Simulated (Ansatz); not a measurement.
# Ca: what symmetry allows forces and stress to be

```
CELL_PARAMETERS angstrom
4.17494 0.00000 0.00000
-2.08747 3.61561 0.00000
0.00000 0.00000 13.19026
ATOMIC_POSITIONS crystal
Ca 0.00000 0.00000 0.98901
Ca 0.33333 0.66667 0.25000
Ca 0.00000 0.00000 0.51099
Ca 0.66667 0.33333 0.75000
```

Level of theory: DFT PBE, scalar-relativistic, plane waves, PAW (Ansatz).

Cutoff 420 eV; k points 12×12×4 on the computed 4-atom cell (Γ-centred); Gaussian smearing, width 0.10 eV; no spin polarisation.

This distorted cell has space group P-6m2, with 12 operations.

Task: Without a calculation: in which directions can each atom feel a force?

Result: A force must be left unchanged by every operation that keeps its atom in place, so it lies in the space that those operations leave fixed. Atoms that the group maps onto each other feel forces of one size.
```csv
atom,site symmetry,operations at the site,equivalent to atom,allowed force (Cartesian)
Ca1,3m.,6,1,"along (0.00, 0.00, 1.00)"
Ca2,-6m2,12,2,none
Ca3,3m.,6,1,"along (0.00, 0.00, 1.00)"
Ca4,-6m2,12,4,none
```

That leaves 1 independent force component of 12. A relaxation in this cell that keeps the symmetry moves the atoms in these directions alone.

Task: And the stress tensor?

Result: It must be invariant under the point group, which leaves 2 independent components: yz, xz, xy vanish; xx = yy.

Task: Do the computed values obey this?

Result: Yes. Forces (eV/Å):
```
Ca1  0.000  0.000  0.187
Ca2  0.000  0.000  0.000
Ca3  0.000  0.000 -0.187
Ca4  0.000  0.000  0.000
```

Stress (GPa, compression positive, xx yy zz yz xz xy): -2.31 -2.31 -1.51 0.00 0.00 0.00. The program imposes the same operations on density, forces and stress, so this confirms the analysis and is no independent test of the calculation.

This form isn't the element's structure at ambient conditions.